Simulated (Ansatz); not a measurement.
The structure comes from a relaxation in the same program, started in the diamond type. Whether it is a known phase or the ground state wasn't checked. The listed cell was then made from it by scaling, straining or moving an atom.

Mo: DFT, PBE, all-electron LAPW, scalar-relativistic (Ansatz 0.2.0). What sets it apart from a plain run of this crystal: volume scaled by 0.975.

```yaml
crystal:
  lattice:
    - [0.0, 2.8201345743, 2.8201345743]
    - [2.8201345743, 0.0, 2.8201345743]
    - [2.8201345743, 2.8201345743, 0.0]
  atoms:
    - { symbol: Mo, position: [0.0, 0.0, 0.0] }
    - { symbol: Mo, position: [0.25, 0.25, 0.25] }
kpoints:
  mp_grid: { grid: [11, 11, 11] }
scf:
  occupations: { method: fermi_dirac, width: 0.05 }
hamiltonian:
  xc: pbe
  pseudopotentials: { kind: all_electron, lapw: { basis_error: 0.00025 } }
output:
  forces: true
  stress: true
  eigenvalues: true
```

Output (standing set-up lines are left out):

```
LAPW: plane waves up to 9.739 Å⁻¹, error target 2.5e-4 eV per atom; small_component_spin mean_spin; Mo in spheres of 1.221 Å, 32 of its electrons in bands, Dirac shells []
Crystal: 2 atoms, lattice volume = 44.858 Å³
Basis set: ecut = 361.37897085432394 eV, 725 PW (Γ), exchange–correlation at level 2
iter 1 solved again at ethr=4.24e-4 eV; its pass at ethr=1.00e-1 eV (dr2=2.71e-1 eV) is discarded
SCF iter   1: F=—  HF=-220351.417401 eV  |F-HF|=—  |Δ(HF+E_count)|=         —  Δρ=3.58e-2  dr2=2.72e-1  ethr=4.24e-4  ⟨swp⟩=2.7  Hψ=13480  notcnv=0
preconditioner: auto → LDOS  [metal: Δε(μ)=0.010 eV  Ē_g=5.645 eV  σ=0.050 eV  W_gap=0.05  n_scr=14 (ndim 8)  ℏωp=19.2 eV  f_vac=0.115  D(μ)=2.88/eV (n_scr^D=26)  β→1.0]
iter 2 solved again at ethr=7.85e-6 eV; its pass at ethr=4.24e-4 eV (dr2=5.02e-3 eV) is discarded
SCF iter   2: F=—  HF=-220351.252438 eV  |F-HF|=—  |Δ(HF+E_count)|=   1.65e-1  Δρ=5.26e-3  dr2=5.02e-3  ethr=7.85e-6  ⟨swp⟩=2.0  Hψ=11303  notcnv=0
SCF iter   3: F=—  HF=-220351.229047 eV  |F-HF|=—  |Δ(HF+E_count)|=   2.34e-2  Δρ=2.15e-3  dr2=8.81e-4  ethr=7.84e-6  ⟨swp⟩=3.0  Hψ=7213  notcnv=0
SCF iter   4: F=—  HF=-220351.226144 eV  |F-HF|=—  |Δ(HF+E_count)|=         —  Δρ=5.75e-4  dr2=6.97e-5  ethr=1.38e-6  ⟨swp⟩=2.0  Hψ=6486  notcnv=0
the basis was enlarged: its passes take 1.1 MiB over the memory plan, 1 of 1 planned eigensolver slots
SCF iter   5: F=—  HF=-220351.226137 eV  |F-HF|=—  |Δ(HF+E_count)|=   6.96e-6  Δρ=1.40e-4  dr2=6.25e-6  ethr=1.09e-7  ⟨swp⟩=3.0  Hψ=6626  notcnv=0
SCF iter   6: F=—  HF=-220351.226142 eV  |F-HF|=—  |Δ(HF+E_count)|=   5.23e-6  Δρ=3.05e-5  dr2=6.37e-7  ethr=9.76e-9  ⟨swp⟩=3.0  Hψ=6802  notcnv=0
SCF iter   7: F=-220351.226143 eV  HF=-220351.226143 eV  |F-HF|=2.53e-9  |Δ(HF+E_count)|=   1.16e-7  Δρ=1.01e-5  dr2=8.49e-8  ethr=9.95e-10  ⟨swp⟩=2.7  Hψ=6526  notcnv=0
SCF 1 converged in 7 iterations: F = -220351.226143 eV  dr2 = 8.49e-8
SCF converged after 7 iterations
Free energy (F): -220351.226143 eV
Harris-Foulkes:  -220351.226143 eV  (|F-HF|=2.53e-9)
Internal energy: -220351.204155 eV  (E = F + TS)
E sigma→0 (E₀):  -220351.215149 eV
Entropy (-TS):   -0.021987 eV (-10.994 meV/atom)
Fermi energy:    14.754378 eV
--- Per-component energies (eV) ---
  E_band       = -10449.363413
  E_kinetic    = 228353.192879
  E_xc         = -6741.862653
  E_electrostatic = -441962.534382  (all electrons and nuclei)
  E_smearing   = -0.021987  (= −TS)
  E_closure    = 0.000000  (closes the sum)
  E_atoms      = -220333.846449  (free atoms, spherical and without spin; not in F)
  Σ components = -220351.226143   (vs F -220351.226143, Δ=0.00e0)
  Basis errors (estimates in eV, not in F): energy 9.9e-5 per atom: plane waves 9.0e-5 (5.4e-5 summed), levels above the bands 3.1e-50, relativity 1.6e-8, radial functions 9.1e-6, core shells 7.0e-11; eigenvalues (radial functions only) 2.2e-7; not estimated: angular momenta, meshes, grids; target (lapw.basis_error) 2.5e-4; muffin-tin radii Mo 1.221 Å
--- Forces (eV/Å), atoms counted from 1 ---
  atom   1  Mo     0.00000000     0.00000000    -0.00000000
  atom   2  Mo    -0.00000000     0.00000000    -0.00000000
  max |Σ_I F_I| component: 7.40e-17 eV/Å
--- Stress (GPa, compression-positive) ---
        2.802498      -0.000000       0.000000
       -0.000000       2.802498      -0.000000
        0.000000      -0.000000       2.802498
  P = ⅓ Tr σ = 2.8025 GPa (28.025 kbar)
--- Band table (eV; the first three rows and the last of 56) ---
  k-point 0: bands = ["-457.3579", "-457.3579", "-360.0622", "-360.0622", "-360.0622", "-360.0622", "-360.0622", "-360.0622", "-201.9424", "-201.9424", "-201.9424", "-201.9424", "-201.9226", "-201.9226", "-201.9226", "-201.9226", "-201.9226", "-201.9226", "-45.7240", "-44.9836", "-20.1367", "-20.1367", "-20.1367", "-18.9599", "-18.9599", "-18.9599", "9.8901", "12.4490", "12.4490", "13.3768", "13.3768", "13.3768", "16.0821", "16.0821", "16.0821", "19.2262", "19.2262", "26.1850", "26.9259"]
  k-point 1: bands = ["-457.3579", "-457.3579", "-360.0622", "-360.0622", "-360.0622", "-360.0622", "-360.0622", "-360.0622", "-201.9424", "-201.9424", "-201.9424", "-201.9424", "-201.9226", "-201.9226", "-201.9226", "-201.9226", "-201.9226", "-201.9226", "-45.7132", "-44.9952", "-20.1490", "-20.1490", "-20.1360", "-18.9604", "-18.9465", "-18.9465", "10.0413", "12.3743", "12.3743", "13.3664", "13.5146", "13.5146", "15.8802", "16.0516", "16.0516", "19.2084", "19.2084", "25.4748", "26.9870"]
  k-point 2: bands = ["-457.3579", "-457.3579", "-360.0622", "-360.0622", "-360.0622", "-360.0622", "-360.0622", "-360.0622", "-201.9424", "-201.9424", "-201.9424", "-201.9424", "-201.9226", "-201.9226", "-201.9226", "-201.9226", "-201.9226", "-201.9226", "-45.6824", "-45.0283", "-20.1806", "-20.1806", "-20.1346", "-18.9610", "-18.9118", "-18.9118", "10.4680", "12.2782", "12.2782", "13.3579", "13.7311", "13.7311", "15.3745", "16.0397", "16.0397", "19.1435", "19.1435", "24.7095", "25.6984"]
  k-point 55: bands = ["-457.3579", "-457.3579", "-360.0622", "-360.0622", "-360.0622", "-360.0622", "-360.0622", "-360.0622", "-201.9424", "-201.9424", "-201.9424", "-201.9424", "-201.9226", "-201.9226", "-201.9226", "-201.9226", "-201.9226", "-201.9226", "-45.3951", "-45.3262", "-20.4339", "-20.4007", "-19.6299", "-19.4585", "-18.6758", "-18.6461", "11.4550", "11.6001", "13.3984", "13.7793", "14.4478", "14.8339", "14.9853", "15.1469", "18.7020", "19.0096", "19.2174", "19.4734", "19.9096"]
```
